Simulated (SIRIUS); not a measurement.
## Sb in SIRIUS: convergence with smearing width

Crystal: Sb.

```
Sb
1.0
     2.15420    1.24373    3.75800
    -2.15420    1.24373    3.75800
     0.00000   -2.48746    3.75800
Sb
2
Direct
  0.76651 0.76651 0.76651
  0.23349 0.23349 0.23349
```

| Property | Result |
| --- | --- |
| Program | SIRIUS 7.12.0 |
| Task | convergence study |
| Functional | PBE |
| Potentials or basis | all-electron FP-LAPW |
| Cutoff | 149 eV |
| Basis | apw+lo standard |
| k mesh | 8 × 8 × 8 |
| Occupations | fermi-dirac, width 0.3 eV |
| Spin | no spin polarisation |

These are the settings of the first run; the series varies smearing width, with any setting tied to it.

Hardware: 1 thread of Arm Neoverse V1 (shared host).

The values tried are 0.3 eV, 0.2 eV, 0.1 eV, 0.05 eV, 0.025 eV, 0.01 eV, loosest first. From which on does the energy stay within 1 meV/atom of the tightest run that finished?

From 0.1 eV on.

| smearing width | energy less the tightest run, at zero smearing (meV/atom) | largest force (eV/Å) | SCF cycles | CPU time (s) | peak memory (GiB) |
| --- | --- | --- | --- | --- | --- |
| 0.3 eV | 12.71 | 0.337 | 8 | 95 | 0.58 |
| 0.2 eV | 3.37 | 0.247 | 8 | 94 | 0.58 |
| 0.1 eV | -0.25 | 0.187 | 8 | 88 | 0.58 |
| 0.05 eV | -0.17 | 0.166 | 8 | 87 | 0.58 |
| 0.025 eV | -0.04 | 0.156 | 8 | 86 | 0.58 |
| 0.01 eV | 0.00 | 0.150 | 8 | 86 | 0.58 |

Not settled before the last step: the largest force (to 0.005 eV/Å). Narrower smearing needs a denser k mesh, so at a fixed mesh the narrowest width isn't the most accurate. The tightest run that finished is the yardstick and may itself not be fully converged.

The run has no spin-orbit coupling, so splittings on Sb are missing.
